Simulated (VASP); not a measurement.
# PtSe2 in VASP: a series of runs

One slab, PtSe2, is run at these levels: PBE+D3(BJ), r2SCAN, LDA; tasks: phonons, band structure.

Everything below comes from runs of VASP 6.6.1. Logs are shortened: lines on timing, memory, paths and dates and some standing lists are left out, and cuts for length are marked.

### Step 1. Starting point

The cell holds a slab with vacuum, 3 atoms: a = 3.706 Å, b = 3.706 Å, c = 20.531 Å, α = 90.00°, β = 90.00°, γ = 120.00°.

### Step 2. Phonons, PBE+D3(BJ)

POSCAR reads:

```
PtSe2
1.0
    3.7058339814     -0.0000000000      0.0000000000
   -1.8529169907      3.2093463664      0.0000000000
    0.0000000000      0.0000000000     20.5310000000
  Se              Pt
     2     1
Direct
     0.6666666699999979    0.3333333300000021    0.4354483204001734
     0.3333333300000021    0.6666666699999979    0.5645516795998266
     0.0000000000000000    1.0000000000000000    0.5000000000000000
```

INCAR.step1 reads:

```
ALGO = Normal ; EDIFF = 1E-8
EDIFFG = -0.002 ; ENCUT = 600
GGA = PE ; IBRION = 2
ISIF = 2 ; ISMEAR = 0
IVDW = 12 ; LASPH = T
LATTICE_CONSTRAINTS = .TRUE. .TRUE. .FALSE. ; LCHARG = F
LREAL = F ; LWAVE = F
NELM = 80 ; NSW = 40
PREC = Accurate ; SIGMA = 0.03
```

INCAR.step2 reads:

```
ALGO = Normal ; EDIFF = 1E-8
ENCUT = 600 ; GGA = PE
IBRION = 6 ; ISIF = 2
ISMEAR = 0 ; IVDW = 12
LASPH = T ; LATTICE_CONSTRAINTS = .TRUE. .TRUE. .FALSE.
LCHARG = F ; LREAL = F
LWAVE = F ; NELM = 80
NFREE = 2 ; NSW = 1
POTIM = 0.015 ; PREC = Accurate
SIGMA = 0.03
```

KPOINTS reads:

```
k-points
0
Gamma
  9 9 1
```

Potentials or basis: VASP PAW PBE potentials, release 64 (Se, Pt).

Command:

```
$ cat potpaw_PBE.64/Se/POTCAR potpaw_PBE.64/Pt/POTCAR > POTCAR
$ cp INCAR.step1 INCAR
$ mpirun -np 1 vasp_std > vasp.out
$ cp CONTCAR POSCAR
$ cp INCAR.step2 INCAR
$ mpirun -np 1 vasp_std > vasp.out
```

OUTCAR:

```text
EDIFF = 1E-8
   ENCUT = 600
   GGA = PE
   IBRION = 6
   ISIF = 2
   ISMEAR = 0
   IVDW = 12
   LASPH = T
   LREAL = F
   NELM = 80
   NFREE = 2
   NSW = 1
   POTIM = 0.015
   PREC = Accurate
 IVDW          = 12

 ion  position               nearest neighbor table
   1  0.667  0.333  0.435-   3 2.52   3 2.52   3 2.52
   2  0.333  0.667  0.565-   3 2.52   3 2.52   3 2.52
   3  0.000  0.000  0.500-   1 2.52   2 2.52   2 2.52   1 2.52   1 2.52   2 2.52

  LATTYP: Found a hexagonal cell.
 ALAT       =     3.7058339814
 C/A-ratio  =     5.5401834251

  Lattice vectors:

 A1 = (   3.7058339814,   0.0000000000,   0.0000000000)
 A2 = (  -1.8529169907,   3.2093463664,   0.0000000000)
 A3 = (   0.0000000000,   0.0000000000,  20.5310000000)

Analysis of symmetry for initial positions (statically):
=====================================================================
 Subroutine PRICEL returns:
 Original cell was already a primitive cell.

 Routine SETGRP: Setting up the symmetry group for a
 hexagonal supercell.

 Subroutine GETGRP returns: Found 12 space group operations
 (whereof 12 operations were pure point group operations)
 out of a pool of 24 trial point group operations.

The static configuration has the point symmetry D_3d.

Analysis of symmetry for dynamics (positions and initial velocities):
=====================================================================
 Subroutine PRICEL returns:
 Original cell was already a primitive cell.

 Routine SETGRP: Setting up the symmetry group for a
 hexagonal supercell.

 Subroutine GETGRP returns: Found 12 space group operations
 (whereof 12 operations were pure point group operations)
 out of a pool of 24 trial point group operations.

The dynamic configuration has the point symmetry D_3d.

 Subroutine INISYM returns: Found 12 space group operations
 (whereof 12 operations are pure point group operations),
 and found     1 'primitive' translations

----------------------------------------------------------------------------------------

                                     Primitive cell

  volume of cell :     244.1814

  direct lattice vectors                    reciprocal lattice vectors
     3.705833981  0.000000000  0.000000000     0.269844792  0.155794963  0.000000000
    -1.852916991  3.209346366  0.000000000     0.000000000  0.311589927  0.000000000
     0.000000000  0.000000000 20.531000000     0.000000000  0.000000000  0.048706834

  length of vectors
     3.705833981  3.705833978 20.531000000     0.311589927  0.311589927  0.048706834

  position of ions in fractional coordinates (direct lattice)
     0.666666670  0.333333330  0.435453514
     0.333333330  0.666666670  0.564546486
     0.000000000  0.000000000  0.500000000

  ion indices of the primitive-cell ions
   primitive index   ion index
                 1           1
                 2           2
                 3           3

----------------------------------------------------------------------------------------

 KPOINTS: k-points

Automatic generation of k-mesh.
 Grid dimensions read from file:
 generate k-points for:    9    9    1

 Generating k-lattice:

  Cartesian coordinates                     Fractional coordinates (reciprocal lattice)
     0.029982755  0.017310551  0.000000000     0.111111111 -0.000000000  0.000000000
     0.000000000  0.034621103  0.000000000     0.000000000  0.111111111  0.000000000
     0.000000000  0.000000000  0.048706834     0.000000000  0.000000000  1.000000000

  Length of vectors
     0.034621103  0.034621103  0.048706834

  Shift w.r.t. Gamma in fractional coordinates (k-lattice)
     0.000000000  0.000000000  0.000000000

 Subroutine IBZKPT returns following result:
 ===========================================

 Found     12 irreducible k-points:

 Following reciprocal coordinates:
            Coordinates               Weight
  0.000000  0.000000  0.000000      1.000000
  0.111111 -0.000000  0.000000      6.000000
  0.222222  0.000000  0.000000      6.000000
  0.333333  0.000000  0.000000      6.000000
  0.444444  0.000000  0.000000      6.000000
  0.111111  0.111111  0.000000      6.000000
  0.222222  0.111111  0.000000     12.000000
  0.333333  0.111111  0.000000     12.000000
  0.444444  0.111111  0.000000      6.000000
  0.222222  0.222222  0.000000      6.000000
  0.333333  0.222222  0.000000     12.000000
  0.333333  0.333333  0.000000      2.000000
   k-points           NKPTS =     12   k-points in BZ     NKDIM =     12   number of bands    NBANDS=     15
   number of dos      NEDOS =    301   number of ions     NIONS =      3
   total plane-waves  NPLWV = 151200
   dimension x,y,z NGX =    30 NGY =   30 NGZ =  168
   dimension x,y,z NGXF=    60 NGYF=   60 NGZF=  336
   ions per type =               2   1
   NGX,Y,Z   is equivalent  to a cutoff of  13.46, 13.46, 13.60 a.u.
   NGXF,Y,Z  is equivalent  to a cutoff of  26.92, 26.92, 27.21 a.u.
 SYSTEM =  unknown system
   PREC   = accura    normal or accurate (medium, high low for compatibility)
   ISTART =      0    job   : 0-new  1-cont  2-samecut
   ICHARG =      2    charge: 1-file 2-atom 10-const
   ISPIN  =      1    spin polarized calculation?
   LNONCOLLINEAR =      F non collinear calculations
   LSORBIT =      F    spin-orbit coupling
   LASPH  =      T    aspherical Exc in radial PAW
   ENCUT  =  600.0 eV  44.10 Ry    6.64 a.u.   7.40  7.40 41.01*2*pi/ulx,y,z
   NELM   =     80;   NELMIN=  2; NELMDL=  0     # of ELM steps
   EDIFF  = 0.1E-07   stopping-criterion for ELM
   LREAL  =      F    real-space projection
   EDIFFG = 0.1E-06   stopping-criterion for IOM
   NSW    =     73    number of steps for IOM
   IBRION =      6    ionic relax: 0-MD 1-quasi-New 2-CG
   NFREE  =      2    steps in history (QN), initial steepest desc. (CG)
   ISIF   =      2    stress and relaxation
   ISYM   =      2    0-nonsym 1-usesym 2-fastsym
   POTIM  = 0.0150    time-step for ionic-motion
   TEBEG  =    0.0;   TEEND  =   0.0 temperature during run
   PSTRESS=    0.0 pullay stress
   NELECT =      22.0000    total number of electrons
   NUPDOWN=      -1.0000    fix difference up-down
   EMIN   =  10.00;   EMAX   =-10.00  energy-range for DOS
   EFERMI =   0.00;   METHOD = LEGACY
   ISMEAR =     0;   SIGMA  =   0.03  broadening in eV -4-tet -1-fermi 0-gaus
   EFERMI_NEDOS =   21; number of points for ismear=-14 and -15
   IALGO  =     38    algorithm
   IMIX   =      4    mixing-type and parameters
     AMIX     =   0.40;   BMIX     =  1.00
     AMIX_MAG =   1.60;   BMIX_MAG =  1.00
  volume/ion in A,a.u.               =      81.39       549.27
  Fermi-wavevector in a.u.,A,eV,Ry     =   0.733913  1.386895  7.328492  0.538629
  Thomas-Fermi vector in A             =   1.826738
   LORBIT       =      0    0 simple, 1 ext, 2 COOP (PROOUT), +10 PAW based schemes
   GGA     = PE    functional components
   LHFCALC =     F    Hartree Fock is set to
   AEXX    =    0.0000 exact exchange contribution
   IVDW    =    12    specifies the selected vdW correction
   LEPSILON=     F    determine dielectric tensor
   LRPA    =     F    only Hartree local field effects (RPA)
 finite differences with symmetry
 non-spin polarized calculation
 Gauss-broadening in eV      SIGMA  =   0.03
  energy-cutoff  :      600.00
  volume of cell :      244.18
 maximum number of plane-waves:      8225
 NGX is ok and might be reduce to    30
   NGX = 15   NGY = 15   NGZ = 83

--------------------------------------- Ionic step        1  -------------------------------------------

 number of electron      21.9999996 magnetization

 Free energy of the ion-electron system (eV)
  ---------------------------------------------------
  ext. energy  EPLUGINS =         0.00000000
  ---------------------------------------------------
  free energy    TOTEN  =       -14.28671965 eV

  energy without entropy =      -14.28671965  energy(sigma->0) =      -14.28671965

------------------------ aborting loop because EDIFF is reached ----------------------------------------

 Edisp (eV)   -0.89720

 E8    (eV) :    -0.4118

  FORCE on cell =-STRESS in cart. coord.  units (eV):
  Direction    XX          YY          ZZ          XY          YZ          ZX
  --------------------------------------------------------------------------------------
  -------------------------------------------------------------------------------------
  Total       0.00610     0.00610    -0.01271     0.00000     0.00000    -0.00000
  in kB       0.04003     0.04003    -0.08342     0.00000     0.00000    -0.00000
  external pressure =       -0.00 kB  Pullay stress =        0.00 kB
[... 309 lines left out ...]
  energy  without entropy=      -15.1820797350  energy(sigma->0) =      -15.18207974

--------------------------------------- Ionic step        9  -------------------------------------------

 number of electron      21.9999997 magnetization

 Free energy of the ion-electron system (eV)
  ---------------------------------------------------
  ext. energy  EPLUGINS =         0.00000000
  ---------------------------------------------------
  free energy    TOTEN  =       -14.28488418 eV

  energy without entropy =      -14.28488418  energy(sigma->0) =      -14.28488418

 E-fermi :  -2.7573     XC(G=0):  -3.2817

 val. band max:       -2.8855923131   @ k =   0.0000   0.0000   0.0000
 cond. band min:      -1.5358599031   @ k =   0.2222   0.0000   0.0000
 fundamental gap:      1.3497324100
 Fermi energy:        -2.7573009868

 k-point     1 :       0.0000    0.0000    0.0000
  band No.  band energies     occupation
      1     -16.9354      2.00000
      2     -15.1707      2.00000
      3      -8.0435      2.00000
      4      -7.9831      2.00000
      5      -7.9831      2.00000
      6      -5.7701      2.00000
      7      -5.7701      2.00000
      8      -4.1988      2.00000
      9      -3.5639      2.00000
     10      -2.8856      2.00000
     11      -2.8856      2.00000
     12       0.0718      0.00000
     13       0.0718      0.00000
     14       1.6169      0.00000
     15       2.3390      0.00000
[... 230 lines left out ...]
  FREE ENERGIE OF THE ION-ELECTRON SYSTEM (eV)
  ---------------------------------------------------
  free  energy   TOTEN  =       -15.1820797336 eV

  energy  without entropy=      -15.1820797336  energy(sigma->0) =      -15.18207973

 INTERNAL STRAIN TENSORS FROM DISPLACED ATOMS
 ============================================

 INTERNAL STRAIN TENSOR FOR ION    1 for displacements in x,y,z  (eV/Angst):
          X           Y           Z          XY          YZ          ZX
  --------------------------------------------------------------------------------
  x     0.00000     0.00000     0.00000    -6.19565     0.00000    11.52873
  y    -6.19565     6.19565     0.00000    -0.00000    11.52872     0.00000
  z    12.27397    12.27397    15.57992     0.00000     0.00000     0.00000

 INTERNAL STRAIN TENSOR FOR ION    3 for displacements in x,y,z  (eV/Angst):
          X           Y           Z          XY          YZ          ZX
  --------------------------------------------------------------------------------
  x     0.00000     0.00000     0.00000     0.00000     0.00000     0.00000
  y     0.00000     0.00000     0.00000     0.00000     0.00000     0.00000
  z     0.00000     0.00000     0.00000     0.00000     0.00000     0.00000

 Eigenvectors and eigenvalues of the dynamical matrix
 ----------------------------------------------------

   1 f  =    6.769356 THz    42.533120 2PiTHz  225.801419 cm-1    27.995795 meV
             X         Y         Z           dx          dy          dz
      1.852917  1.069782  8.940296     0.000000    0.000000    0.525702
     -0.000000  2.139564 11.590704     0.000000    0.000000    0.525702
      0.000000  0.000000 10.265500     0.000000   -0.000000   -0.668786

   2 f  =    6.635295 THz    41.690788 2PiTHz  221.329615 cm-1    27.441362 meV
             X         Y         Z           dx          dy          dz
      1.852917  1.069782  8.940296    -0.525610    0.000000   -0.000000
     -0.000000  2.139564 11.590704    -0.525610    0.000000    0.000000
      0.000000  0.000000 10.265500     0.668930   -0.000000    0.000000
[... 19 lines left out ...]
   6 f  =    5.187848 THz    32.596210 2PiTHz  173.047980 cm-1    21.455205 meV
             X         Y         Z           dx          dy          dz
      1.852917  1.069782  8.940296    -0.000000   -0.707107    0.000000
     -0.000000  2.139564 11.590704     0.000000    0.707107   -0.000000
      0.000000  0.000000 10.265500    -0.000000    0.000000   -0.000000

   7 f/i=    0.000622 THz     0.003908 2PiTHz    0.020746 cm-1     0.002572 meV
             X         Y         Z           dx          dy          dz
      1.852917  1.069782  8.940296    -0.000000   -0.000000    0.472903
     -0.000000  2.139564 11.590704    -0.000000   -0.000000    0.472903
      0.000000  0.000000 10.265500    -0.000000   -0.000000    0.743455

   8 f/i=    0.000683 THz     0.004289 2PiTHz    0.022769 cm-1     0.002823 meV
             X         Y         Z           dx          dy          dz
      1.852917  1.069782  8.940296    -0.256127   -0.397659   -0.000000
     -0.000000  2.139564 11.590704    -0.256127   -0.397659   -0.000000
      0.000000  0.000000 10.265500    -0.402503   -0.624919   -0.000000

   9 f/i=    0.000683 THz     0.004289 2PiTHz    0.022769 cm-1     0.002823 meV
             X         Y         Z           dx          dy          dz
      1.852917  1.069782  8.940296     0.397659   -0.256127   -0.000000
     -0.000000  2.139564 11.590704     0.397659   -0.256127   -0.000000
      0.000000  0.000000 10.265500     0.624919   -0.402503   -0.000000

 ELASTIC MODULI CONTR FROM IONIC RELAXATION (kBar)
 Direction    XX          YY          ZZ          XY          YZ          ZX
 --------------------------------------------------------------------------------
 XX        -226.1180   -110.2532   -213.4858     -0.0000    107.7993      0.0000
 YY        -110.2532   -226.1180   -213.4858      0.0000   -107.7993     -0.0000
 ZZ        -213.4858   -213.4858   -270.9875     -0.0000      0.0000      0.0000
 XY          -0.0000      0.0000     -0.0000    -57.9324      0.0000    107.7994
 YZ         107.7993   -107.7993      0.0000      0.0000   -200.5902     -0.0000
 ZX           0.0000     -0.0000      0.0000    107.7994     -0.0000   -200.5907
 --------------------------------------------------------------------------------
```

Wall time 9.9 min (1 thread of AMD EPYC 9R45 (Zen 5), shared host); peak memory 0.52 GiB.

Results:

```yaml
Highest_phonon_frequency_at_Γ_LO-TO_splitting_left_out: 226 cm⁻¹
Dispersion_energy_per_atom: -0.299 eV
```

Phonon frequencies in cm⁻¹ (negative: imaginary):
```
              q point                    frequencies
(0.000, 0.000, 0.000)  0 0 0 173 173 201 221 221 226
```

### Step 3. Band structure, PBE+D3(BJ)

INCAR reads:

```
  PREC = Accurate
  ENCUT = 520
  EDIFF = 1E-7
  ISMEAR = 0
  SIGMA = 0.03
  LREAL = False
  LASPH = True
  NELM = 80
  ALGO = Normal
  ISIF = 2
  LWAVE = False
  LCHARG = False
  LMAXMIX = 4
  LDIPOL = True
  IDIPOL = 3
  DIPOL = 0.5 0.5 0.500
  GGA = PE
  IVDW = 12
  NBANDS = 18
  LVHAR = True
  LVACPOTAV = True
```

KPOINTS reads:

```
Automatic mesh
0
Gamma
  9 9 1
```

POSCAR reads:

```
PtSe2                                   
1.0
    3.7058339876      0.0000000000      0.0000000000
   -1.8529169937      3.2093463719      0.0000000000
    0.0000000000      0.0000000000     20.5310000000
  Se              Pt            
     2     1
Direct
     0.6666666699999979    0.3333333300000021    0.4354483201572717
     0.3333333300000021    0.6666666699999979    0.5645516798427282
     0.0000000000000000    1.0000000000000000    0.5000000000000000
```

KPOINTS_OPT reads:

```
explicit points
67
Reciprocal
 0.0000000000  0.0000000000  0.0000000000 1
 0.0357142900  0.0000000000  0.0000000000 1
 0.0714285700  0.0000000000  0.0000000000 1
 0.1071428600  0.0000000000  0.0000000000 1
 0.1428571400  0.0000000000  0.0000000000 1
 0.1785714300  0.0000000000  0.0000000000 1
 0.2142857100  0.0000000000  0.0000000000 1
 0.2500000000  0.0000000000  0.0000000000 1
 0.2857142900  0.0000000000  0.0000000000 1
 0.3214285700  0.0000000000  0.0000000000 1
 0.3571428600  0.0000000000  0.0000000000 1
 0.3928571400  0.0000000000  0.0000000000 1
 0.4285714300  0.0000000000  0.0000000000 1
 0.4642857100  0.0000000000  0.0000000000 1
 0.5000000000  0.0000000000  0.0000000000 1
 0.4791666700  0.0416666700  0.0000000000 1
 0.4583333300  0.0833333300  0.0000000000 1
 0.4375000000  0.1250000000  0.0000000000 1
 0.4166666700  0.1666666700  0.0000000000 1
 0.3958333300  0.2083333300  0.0000000000 1
 0.3750000000  0.2500000000  0.0000000000 1
 0.3541666700  0.2916666700  0.0000000000 1
 0.3333333300  0.3333333300  0.0000000000 1
 0.3137254900  0.3137254900  0.0000000000 1
 0.2941176500  0.2941176500  0.0000000000 1
 0.2745098000  0.2745098000  0.0000000000 1
 0.2549019600  0.2549019600  0.0000000000 1
 0.2352941200  0.2352941200  0.0000000000 1
 0.2156862700  0.2156862700  0.0000000000 1
 0.1960784300  0.1960784300  0.0000000000 1
 0.1764705900  0.1764705900  0.0000000000 1
 0.1568627500  0.1568627500  0.0000000000 1
 0.1372549000  0.1372549000  0.0000000000 1
 0.1176470600  0.1176470600  0.0000000000 1
 0.0980392200  0.0980392200  0.0000000000 1
 0.0784313700  0.0784313700  0.0000000000 1
 0.0588235300  0.0588235300  0.0000000000 1
 0.0392156900  0.0392156900  0.0000000000 1
 0.0196078400  0.0196078400  0.0000000000 1
 0.0000000000  0.0000000000  0.0000000000 1
 0.0000000000  0.0000000000  0.0000000000 1
 0.0071123200 -0.0035561600  0.0000000000 1
-0.0071123200  0.0035561600  0.0000000000 1
 0.0207442600 -0.0103721300  0.0000000000 1
-0.0207442600  0.0103721300  0.0000000000 1
 0.0000000000  0.0061594500  0.0000000000 1
-0.0000000000 -0.0061594500  0.0000000000 1
 0.0000000000  0.0179650500  0.0000000000 1
-0.0000000000 -0.0179650500  0.0000000000 1
 0.5000000000  0.0000000000  0.0000000000 1
 0.5071123200 -0.0035561600  0.0000000000 1
 0.4928876800  0.0035561600  0.0000000000 1
 0.5207442600 -0.0103721300  0.0000000000 1
 0.4792557400  0.0103721300  0.0000000000 1
 0.5000000000  0.0061594500  0.0000000000 1
 0.5000000000 -0.0061594500  0.0000000000 1
 0.5000000000  0.0179650500  0.0000000000 1
 0.5000000000 -0.0179650500  0.0000000000 1
 0.3333333300  0.3333333300  0.0000000000 1
 0.3404456500  0.3297771700  0.0000000000 1
 0.3262210100  0.3368894900  0.0000000000 1
 0.3540775900  0.3229612000  0.0000000000 1
 0.3125890700  0.3437054600  0.0000000000 1
 0.3333333300  0.3394927800  0.0000000000 1
 0.3333333300  0.3271738800  0.0000000000 1
 0.3333333300  0.3512983800  0.0000000000 1
 0.3333333300  0.3153682800  0.0000000000 1
```

Potentials or basis: VASP PAW PBE potentials, release 64 (Se, Pt).

Command:

```
$ cat potpaw_PBE.64/Se/POTCAR potpaw_PBE.64/Pt/POTCAR > POTCAR
$ mpirun -np 1 vasp_std > vasp.out
```

Run time: 3 min. Hardware: 1 thread of Intel Xeon Platinum 8375C at 2.90GHz (Ice Lake), shared host; peak memory 0.37 GiB.

Results (log left out):

| Property | Result |
| --- | --- |
| Free energy | -15.1838 eV |
| Band gap on the k mesh | 1.35 eV, indirect (least direct gap 1.58 eV) |
| Band gap along the path | 1.36 eV, indirect (least direct gap 1.56 eV) |
| Dispersion energy per atom | -0.299 eV |
| Ionisation potential of the upper face | 5.65 eV |

Levels at points of the mesh, in eV from the valence-band top:
| k point | band 8 | band 9 | band 10 | band 11 | band 12 | band 13 | band 14 | band 15 |
| --- | --- | --- | --- | --- | --- | --- | --- | --- |
| (0.00, 0.00, 0.00) | -1.31 | -0.68 | 0.00 | 0.00 | 2.96 | 2.96 | 4.50 | 5.23 |

Caveat: spin-orbit coupling is left out, which moves the levels of the heavy elements.

(Continued in part 2 of 3.)
